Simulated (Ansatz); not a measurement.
The system is TiC.

```xyz
2
Lattice="0.0000 2.1657 2.1657 2.1657 0.0000 2.1657 2.1657 2.1657 0.0000" Properties=species:S:1:pos:R:3 pbc="T T T"
Ti    0.0000    0.0000    0.0000
C     2.1657    2.1657    2.1657
```

The cell is a database's computed one.

A run of Ansatz 0.2.0 on this cell left the log below. Logs are shortened: lines on timing, memory, paths and dates and some standing lists are left out, and cuts for length are marked.

```text
Warning: RAYON_NUM_THREADS=2 ignored (pool sized by the plan → 2); use --threads N
scf.n_extra_bands = 6 over 8 filled bands (N_el = 16.0): the run solves 14 bands
Engine: ansatz 0.2.0, aarch64-unknown-linux-gnu
Pseudopotentials: kind: paw
Pseudopotential: Ti, paw, valence charge 12, recommended cutoff 420 eV (normal), Ti.paw.azcp
Pseudopotential: C, paw, valence charge 4, recommended cutoff 420 eV (normal), C.paw.azcp
Functional definition: SPW92
  exchange = slater_x
  correlation = pw_c
Crystal: 2 atoms, lattice volume = 20.316 Å³
Basis set: ecut = 420 eV, 411 PW (Γ)
Bands: 14, of which v1, the nominal top of the filled ones, is band 8 counted from 1 (7 counted from 0)
Symmetry: 48 space group operations
Space group: Fm-3m (ITA 225), of the structure as read, at distance tolerance 2.7e-5 Å
k-points: 56 of 1331
Non-local potential: Ti, projectors of the file, l = 0: 3, l = 1: 2, l = 2: 3, l = 3: 1
Non-local potential: C, projectors of the file, l = 0: 2, l = 1: 2, l = 2: 1
PAW form: soft (Blöchl's): semilocal exchange-correlation on the pseudo side does not see the compensation charge
PAW frozen core: Ti, regenerated for the run's functional, and the local potential with it (the file was generated under x = pbe(κ = 0.804, μ = 0.2195149727645171), c = pbe(β = 0.06672455060314922))
PAW frozen core: C, regenerated for the run's functional, and the local potential with it (the file was generated under x = pbe(κ = 0.804, μ = 0.2195149727645171), c = pbe(β = 0.06672455060314922))
PAW one-centre angular grid: Ti, 590 points (default); XC on 64 Gauss nodes
PAW one-centre angular grid: C, 110 points (default); XC on 64 Gauss nodes
Initial density: superposition of atomic densities (neutral atoms: chi_scale 0, normalization atom), corrected by the library's trained network
Initial wavefunctions: pseudopotential atomic-orbital guess
Functional: x = slater, c = lda
SCF iter   1: F=—  HF=-2695.142649 eV  |F-HF|=—  |Δ(HF+E_count)|=         —  Δρ=1.00e-2  dr2=2.52e-2  ethr=1.77e-3  ⟨swp⟩=4.5  Hψ=3715  notcnv=0
preconditioner: auto → none  [insulator: Δε(μ)=0.131 eV  Ē_g=9.730 eV  σ=0.050 eV  W_gap=0.57  n_scr=8 (ndim 8)  ℏωp=23.3 eV  f_vac=0.000  D(μ)=0.33/eV (n_scr^D=0)  ε∞_Penn≈6.7]
SCF iter   2: F=—  HF=-2695.138822 eV  |F-HF|=—  |Δ(HF+E_count)|=   3.83e-3  Δρ=5.34e-3  dr2=7.50e-3  ethr=1.58e-4  ⟨swp⟩=2.0  Hψ=1450  notcnv=0  defer=16
SCF iter   3: F=—  HF=-2695.137483 eV  |F-HF|=—  |Δ(HF+E_count)|=   1.34e-3  Δρ=5.71e-4  dr2=6.98e-5  ethr=4.69e-5  ⟨swp⟩=1.8  Hψ=796  notcnv=0  defer=16
SCF iter   4: F=—  HF=-2695.137462 eV  |F-HF|=—  |Δ(HF+E_count)|=   2.06e-5  Δρ=9.73e-5  dr2=5.68e-7  ethr=4.36e-7  ⟨swp⟩=2.5  Hψ=954  notcnv=0  defer=16
iter 5 did not close the SCF: its close was put off for the readings that it lacked (scf_convergence_deferred on its scf_iter line)
SCF iter   5: F=-2695.137463 eV  HF=-2695.137463 eV  |F-HF|=1.81e-8  |Δ(HF+E_count)|=   2.45e-7  Δρ=9.33e-6  dr2=2.13e-8  ethr=3.55e-9  ⟨swp⟩=1.7  Hψ=829  notcnv=0  defer=16
SCF iter   6: F=-2695.137463 eV  HF=-2695.137463 eV  |F-HF|=1.74e-10  |Δ(HF+E_count)|=   4.23e-9  Δρ=1.18e-6  dr2=2.41e-10  ethr=1.33e-10  ⟨swp⟩=4.7  Hψ=2696  notcnv=0
SCF 1 converged in 6 iterations: F = -2695.137463 eV  dr2 = 2.41e-10
  greatest PAW one-centre occupation: 0.999 electrons in one spin orbital (limit 2), on the Ti atom at site 0 (counted from 0), in its partial waves of l = 0
NSCF: frozen V_eff on 142 k-points
SCF converged after 6 iterations
Free energy (F): -2695.137463 eV
Harris-Foulkes:  -2695.137463 eV  (|F-HF|=1.74e-10)
Internal energy: -2695.134946 eV  (E = F + TS)
E sigma→0 (E₀):  -2695.136205 eV
Entropy (-TS):   -0.002516 eV (-1.258 meV/atom)
Fermi energy:    14.428934 eV
--- Per-component energies (eV) ---
  E_band       = -112.717545
  E_kinetic    = 361.772072
  E_local      = -780.101996  (includes V_loc(G=0)·N_el)
  E_nonlocal   = 36.856697
  E_hartree    = 314.397149
  E_xc         = -146.142313
  E_vxc        = -183.281458  (∫ρ·V_xc dr)
  E_paw        = -1089.041536  (= ΣΔE_a)
  E_vpaw       = -176.757434  (= ΣTr[D̂ρ^β])
  E_aug_tail   = 0.000129  (compensation charges beyond the density's cutoff)
  E_ewald      = -1393.263931
  E_core_change = 0.388783  (= ΣΔE_core)
  E_smearing   = -0.002516  (= −TS)
  E_closure    = 0.000000  (closes the sum)
  Σ components = -2695.137463   (vs F -2695.137463, Δ=0.00e0)
--- Forces (eV/Å), atoms counted from 1 ---
  atom   1  Ti    -0.00000000     0.00000000     0.00000000
  atom   2  C      0.00000000    -0.00000000    -0.00000000
  max |Σ_I F_I| component: 5.46e-30 eV/Å
--- Stress (GPa, compression-positive) ---
      -12.576976       0.000000      -0.000000
        0.000000     -12.576976      -0.000000
       -0.000000       0.000000     -12.576976
  P = ⅓ Tr σ = -12.5770 GPa (-125.770 kbar)
--- Band table (eV; the first three rows and the last of 56) ---
  k-point 0: bands = ["-41.5899", "-17.9259", "-17.9259", "-17.9259", "2.1489", "15.0137", "15.0137", "15.0137", "16.0653", "16.0653", "16.0653", "16.0997", "16.0997", "24.9485"]
  k-point 1: bands = ["-41.5838", "-17.9683", "-17.9298", "-17.9298", "2.3374", "14.2278", "14.5210", "14.5210", "15.3608", "15.3608", "16.4447", "17.5690", "17.5690", "25.2549"]
  k-point 2: bands = ["-41.5675", "-18.0807", "-17.9405", "-17.9405", "2.8778", "12.8153", "13.3962", "13.3962", "15.6959", "15.6959", "16.8773", "19.1188", "19.1188", "25.7513"]
  k-point 55: bands = ["-41.4879", "-18.2552", "-18.2323", "-18.0939", "5.0727", "11.0403", "11.1961", "11.9100", "16.8566", "17.2651", "17.9470", "19.6602", "19.7309", "27.9782"]
```

Problem. Write the input and the command behind it.

Solution. Band structure with LDA, no spin polarisation. The files as run (others can give the same):

input.yaml
```yaml
crystal:
  lattice:
    - [0.0, 2.1657188437, 2.1657188437]
    - [2.1657188437, 0.0, 2.1657188437]
    - [2.1657188437, 2.1657188437, 0.0]
  atoms:
    - { symbol: Ti, position: [0.0, 0.0, 0.0] }
    - { symbol: C, position: [0.5, 0.5, 0.5] }
hamiltonian:
  xc: lda
  pseudopotentials: { kind: paw }
kpoints:
  mp_grid: { grid: [11, 11, 11] }
  band_path:
    path:
      - [[0.0, 0.0, 0.0], [0.5, 0.0, 0.5], [0.5, 0.25, 0.75], [0.375, 0.375, 0.75], [0.0, 0.0, 0.0], [0.5, 0.5, 0.5], [0.625, 0.25, 0.625], [0.5, 0.25, 0.75], [0.5, 0.5, 0.5], [0.375, 0.375, 0.75]]
      - [[0.625, 0.25, 0.625], [0.5, 0.0, 0.5]]
    npoints: 14
scf:
  occupations: { method: fermi_dirac, width: 0.05 }
  n_extra_bands: 6
output:
  forces: true
  stress: true
  eigenvalues: true
  fatbands: true
```

Potentials or basis: Ansatz PAW.
Run with:
```console
$ ansatz run input.yaml --threads 2 --pin off --max-ram 5632MiB --backend cpu --events-out ev --progress --plain --runs-dir out
```

Caveat: the pressure holds a Pulay correction of +0.4 GPa for the finite cutoff; the PAW data sets come from PBE, with cores solved anew for the run's functional, which leaves a small shift of forces and pressure.
